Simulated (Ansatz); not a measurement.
**MgO (P3m1) at 2 levels of theory**

One geometry, relaxed with PBE; plane waves with PAW potentials in Ansatz, scalar-relativistic. No spin polarisation. Gaps are the least over mesh and band path; pressure is positive in compression.

```cif
data_structure
_symmetry_space_group_name_H-M 'P3m1'
_symmetry_Int_Tables_number 156
_cell_length_a 3.2886
_cell_length_b 3.2886
_cell_length_c 15.6707
_cell_angle_alpha 90.000
_cell_angle_beta 90.000
_cell_angle_gamma 120.000
_cell_volume 146.77
loop_
_atom_site_label
_atom_site_type_symbol
_atom_site_symmetry_multiplicity
_atom_site_Wyckoff_symbol
_atom_site_fract_x
_atom_site_fract_y
_atom_site_fract_z
_atom_site_occupancy
Mg1 Mg 1 c 0.66667 0.33333 0.64792 1
Mg2 Mg 1 c 0.66667 0.33333 0.97920 1
Mg3 Mg 1 a 0.00000 0.00000 0.81357 1
Mg4 Mg 1 a 0.00000 0.00000 0.48171 1
Mg5 Mg 1 a 0.00000 0.00000 0.14735 1
Mg6 Mg 1 b 0.33333 0.66667 0.31356 1
O1 O 1 c 0.66667 0.33333 0.85189 1
O2 O 1 c 0.66667 0.33333 0.52056 1
O3 O 1 a 0.00000 0.00000 0.01873 1
O4 O 1 a 0.00000 0.00000 0.68625 1
O5 O 1 a 0.00000 0.00000 0.35309 1
O6 O 1 b 0.33333 0.66667 0.18621 1
```

```tsv
level	cutoff (eV)	k mesh	gap (eV)	pressure (GPa)
PBE	420	12×12×2	3.45	0.0
```

Question: What comes out on the same cell with r2SCAN?

Answer:
| level | cutoff (eV) | k mesh | gap (eV) | pressure (GPa) |
| --- | --- | --- | --- | --- |
| r2SCAN | 500 | 12×12×2 | 4.11 | -3.7 |

Another cell of MgO relaxed alike, in P6_3/mmc, lies 46 meV/atom lower, so this cell isn't the stable form at this level.

It was relaxed from a Materials Project cell.
